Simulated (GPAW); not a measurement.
# How the form of the self-energy moves the gap of NaI (Fm-3m)

Wanted: the gap of NaI (Fm-3m) under several approximations, with cost.

Main program and level: GPAW 26.7.0; LDA and many-body steps on it, plane waves.

This is a report of a sequence of runs, with most program output left out.

### Step 1. The structure

The structure is cubic, space group Fm-3m (No. 225). The conventional cell has a = 6.473 Å, b = 6.473 Å, c = 6.473 Å, α = 90.00°, β = 90.00°, γ = 90.00°. Na has 6 I at 3.24 Å nearest. I has 6 Na at 3.24 Å nearest. Farther neighbours and most contacts between anions are not listed.

As a file:

```xyz
2
Lattice="0.0000 3.2364 3.2364 3.2364 0.0000 3.2364 3.2364 3.2364 0.0000" Properties=species:S:1:pos:R:3 pbc="T T T"
Na    0.0000    0.0000    0.0000
I     3.2364    3.2364    3.2364
```

The cell and positions come from the Crystallography Open Database and are kept as given unless a step says otherwise. Spin-orbit coupling is left out unless a step names it.

### Step 2. Empty states on the mesh, 4×4×4 mesh, 445 bands

This step: GPAW 26.7.0; DFT, LDA, plane waves, PAW.

The sums over transitions need many empty states on a uniform mesh; this step solves for them.

The input, run.py:

```python
import json
import numpy as np
from gpaw.mpi import world
from gpaw import GPAW

calc = GPAW('gs.gpw').fixed_density(kpts={'size': (4, 4, 4), 'gamma': True},
    parallel={'domain': 1, 'band': 1},
    txt='nscf.txt')
calc.diagonalize_full_hamiltonian(nbands=445)
calc.write('full.gpw', mode='all')
res = {}
kpts = calc.get_ibz_k_points()
res['kpts'] = kpts
res['eigenvalues'] = [calc.get_eigenvalues(kpt=k) for k in range(len(kpts))]
res['n_electrons'] = calc.get_number_of_electrons()

if world.rank == 0:
    with open('result.json', 'w') as f:
        json.dump(res, f, default=lambda x: x.tolist())
```

Started as:

```sh
> mpirun -n 4 gpaw python run.py
```

Wall time 9.2 s (4 MPI ranks of Arm Neoverse V2, shared host); peak memory 1.4 GiB.

Numbers from this step:

| Property | Result |
| --- | --- |
| gap | 3.345 eV |
| k of the valence top | 0, 0, 0 |
| k of the conduction bottom | 0, 0, 0 |
| least direct gap | 3.345 eV |
| k points computed | 8 |
| lowest point of the top converged band, above the valence top | 193.9935 eV |

On this mesh the gap is 3.345 eV.

### Step 3. G0W0, Godby-Needs plasmon pole

Now the one-shot GW correction: screening in the RPA, then the self-energy of the levels asked for.

This step: G0W0 on LDA, plane waves, PAW.

The input, run.py:

```python
import json
import numpy as np
from gpaw.mpi import world
from gpaw.response.g0w0 import G0W0

gw = G0W0('full.gpw',
    filename='gw',
    kpts=[0],
    bands=(5, 9),
    ecut=120,
    nbands=202,
    integrate_gamma='WS',
    ppa=True)
gw.calculate()
res = {mode: {k: v for k, v in r.items() if k != 'sigma_eskwn'}
       for mode, r in gw.all_results.items()}

if world.rank == 0:
    with open('result.json', 'w') as f:
        json.dump(res, f, default=lambda x: x.tolist())
```

Started as:

```sh
> mpirun -n 4 gpaw python run.py
```

It took 36 s on 4 MPI ranks; peak memory 1.2 GiB.

Numbers from this step:

```yaml
g0w0_gap_on_the_points_computed: 5.461 eV
least_direct_g0w0_gap_on_the_computed_points: 5.461 eV
z_at_the_valence_top: 0.8084
z_at_the_conduction_bottom: 0.8420
starting_gap_on_the_mesh: 3.345 eV
k_of_the_valence_top: 0, 0, 0
k_of_the_conduction_bottom: 0, 0, 0
```

The gap on the mesh goes from 3.34 eV to 5.46 eV, a correction of +2.12 eV.

### Step 4. One-shot HSE06

This step: one-shot HSE06 levels on LDA orbitals, plane waves, PAW.

The input, run.py:

```python
import json
import numpy as np
from gpaw.mpi import world
from gpaw.hybrids.eigenvalues import non_self_consistent_eigenvalues

dft, vxc, vxc_hyb = non_self_consistent_eigenvalues('full.gpw', 'HSE06', 5, 9, kpt_indices=[0])
res = {'dft': dft[0], 'hybrid': (dft - vxc + vxc_hyb)[0]}
if world.rank == 0:
    with open('hybrid.txt', 'w') as f:
        for k, e0, e1 in zip([0], res['dft'], res['hybrid']):
            print(k, ' '.join(f'{x:9.4f}' for x in e0), '|', ' '.join(f'{x:9.4f}' for x in e1), file=f)

if world.rank == 0:
    with open('result.json', 'w') as f:
        json.dump(res, f, default=lambda x: x.tolist())
```

Started as:

```sh
> mpirun -n 4 gpaw python run.py
```

Elapsed: 2.5 s, on 4 MPI ranks; peak memory 0.77 GiB.

Numbers from this step:

```
starting gap on the mesh                       : 3.345 eV
hybrid gap on the mesh                         : 4.506 eV
least direct hybrid gap on the computed points : 4.506 eV
```

### Step 5. G0W0, extrapolated in the cutoff

This step: G0W0 on LDA, plane waves, PAW.

The input, run.py:

```python
import json
import numpy as np
from gpaw.mpi import world
from gpaw.response.g0w0 import G0W0

gw = G0W0('full.gpw',
    filename='gw',
    kpts=[0],
    bands=(5, 9),
    ecut=200.0,
    integrate_gamma='WS',
    ppa=True,
    ecut_extrapolation=True)
gw.calculate()
res = {mode: {k: v for k, v in r.items() if k != 'sigma_eskwn'}
       for mode, r in gw.all_results.items()}

if world.rank == 0:
    with open('result.json', 'w') as f:
        json.dump(res, f, default=lambda x: x.tolist())
```

Started as:

```sh
> mpirun -n 4 gpaw python run.py
```

Run time: 5.9 min. Hardware: 4 MPI ranks; peak memory 1.7 GiB.

This step gave:

- quasiparticle gap on the points computed: 5.581 eV
- least direct quasiparticle gap on the computed points: 5.581 eV
- Z at the valence top: 0.8070
- Z at the conduction bottom: 0.8415
- starting gap on the mesh: 3.345 eV
- k of the valence top: 0, 0, 0
- k of the conduction bottom: 0, 0, 0
- gaps at the cutoffs of the extrapolation: 5.511, 5.518, 5.525 eV

Against G0W0 in GPAW (4×4×4 mesh, 202 bands, screening to 120 eV, Godby-Needs plasmon pole), the gap moves by +0.120 eV.

### Step 6. One-shot PBE0

This step: one-shot PBE0 levels on LDA orbitals, plane waves, PAW.

The input, run.py:

```python
import json
import numpy as np
from gpaw.mpi import world
from gpaw.hybrids.eigenvalues import non_self_consistent_eigenvalues

dft, vxc, vxc_hyb = non_self_consistent_eigenvalues('full.gpw', 'PBE0', 5, 9, kpt_indices=[0])
res = {'dft': dft[0], 'hybrid': (dft - vxc + vxc_hyb)[0]}
if world.rank == 0:
    with open('hybrid.txt', 'w') as f:
        for k, e0, e1 in zip([0], res['dft'], res['hybrid']):
            print(k, ' '.join(f'{x:9.4f}' for x in e0), '|', ' '.join(f'{x:9.4f}' for x in e1), file=f)

if world.rank == 0:
    with open('result.json', 'w') as f:
        json.dump(res, f, default=lambda x: x.tolist())
```

Started as:

```sh
> mpirun -n 4 gpaw python run.py
```

Run time: 2.5 s. Hardware: 4 MPI ranks; peak memory 0.77 GiB; 9.5 s of CPU time.

This step gave:

* starting gap on the mesh: 3.345 eV
* hybrid gap on the mesh: 5.272 eV
* least direct hybrid gap on the computed points: 5.272 eV

### Step 7. G0W0, full frequency, Hilbert transform

This step: G0W0 on LDA, plane waves, PAW.

The input, run.py:

```python
import json
import numpy as np
from gpaw.mpi import world
from gpaw.response.g0w0 import G0W0

gw = G0W0('full.gpw',
    filename='gw',
    kpts=[0],
    bands=(5, 9),
    ecut=120,
    nbands=202,
    integrate_gamma='WS',
    frequencies={'type': 'nonlinear', 'domega0': 0.1, 'omega2': 15.0},
    eta=0.1,
    nblocksmax=True)
gw.calculate()
res = {mode: {k: v for k, v in r.items() if k != 'sigma_eskwn'}
       for mode, r in gw.all_results.items()}

if world.rank == 0:
    with open('result.json', 'w') as f:
        json.dump(res, f, default=lambda x: x.tolist())
```

Started as:

```sh
> mpirun -n 4 gpaw python run.py
```

Run time: 83 s. Hardware: 4 MPI ranks; peak memory 1.9 GiB.

Numbers from this step:

| Item | Value |
| --- | --- |
| G0W0 gap on the points computed | 5.488 eV |
| least direct G0W0 gap on the computed points | 5.488 eV |
| starting gap on the mesh | 3.345 eV |
| k of the valence top | 0, 0, 0 |
| k of the conduction bottom | 0, 0, 0 |

Against G0W0 in GPAW (4×4×4 mesh, 202 bands, screening to 120 eV, Godby-Needs plasmon pole), the gap moves by +0.027 eV.

### Step 8. The runs together

Times are wall times on 4 MPI ranks of Arm Neoverse V2, shared host, good to a factor of about two.

```tsv
run	mesh	bands	screening cutoff (eV)	DFT gap (eV)	gap on the mesh (eV)	direct (eV)	time
G0W0, Godby-Needs plasmon pole	4×4×4	202	120	3.345	5.461	5.461	36 s
one-shot HSE06	4×4×4	-	-	3.345	4.506	4.506	2.5 s
G0W0, extrapolated in the cutoff	4×4×4	-	200	3.345	5.581	5.581	5.9 min
one-shot PBE0	4×4×4	-	-	3.345	5.272	5.272	2.5 s
G0W0, full frequency, Hilbert transform	4×4×4	202	120	3.345	5.488	5.488	83 s
```

### Step 9. Results

```
G0W0, Godby-Needs plasmon pole          : 5.461 eV
one-shot HSE06                          : 4.506 eV
G0W0, extrapolated in the cutoff        : 5.581 eV
one-shot PBE0                           : 5.272 eV
G0W0, full frequency, Hilbert transform : 5.488 eV
known limits                            : not at the basis limit; no spin-orbit coupling
```

**Reading.** One-shot HSE06: −0.955 eV against G0W0, Godby-Needs plasmon pole. G0W0, extrapolated in the cutoff: +0.120 eV against G0W0, Godby-Needs plasmon pole, at other bands or cutoff, so not like for like. One-shot PBE0: −0.189 eV against G0W0, Godby-Needs plasmon pole. G0W0, full frequency, Hilbert transform: +0.027 eV against G0W0, Godby-Needs plasmon pole. One-shot hybrid levels are evaluated on the LDA orbitals. Bands and cutoff are finite, so the gap is not at the basis limit. The miss can reach some tenths of an eV and take either sign; the mesh is an error of its own. These stock PAW sets were not made for GW; the filled d or f shell of I lies in the frozen core, which bears on start and correction. In the G0W0 runs levels were corrected at 1 k point alone, so a gap called «on the mesh» is the least over those, and an edge elsewhere would be missed. The many-body steps are scalar-relativistic: spin-orbit coupling is not in them.

[Paths, hosts, dates, memory and timing lines, banners, echoed tables and standing remarks are left out of the program output.]

[Logs are printed without paths, hosts, clocks, repeated set-up lines and the standing remarks that a program may print on its own settings, such as how far it seeks lower states.]

[Runs of the session that timed out or met a known fault of the program may be left out.]

[Hosts, paths, dates, database ids (printed as entryN), source tags and the programs' standing remarks are cut or masked in the printed files.]
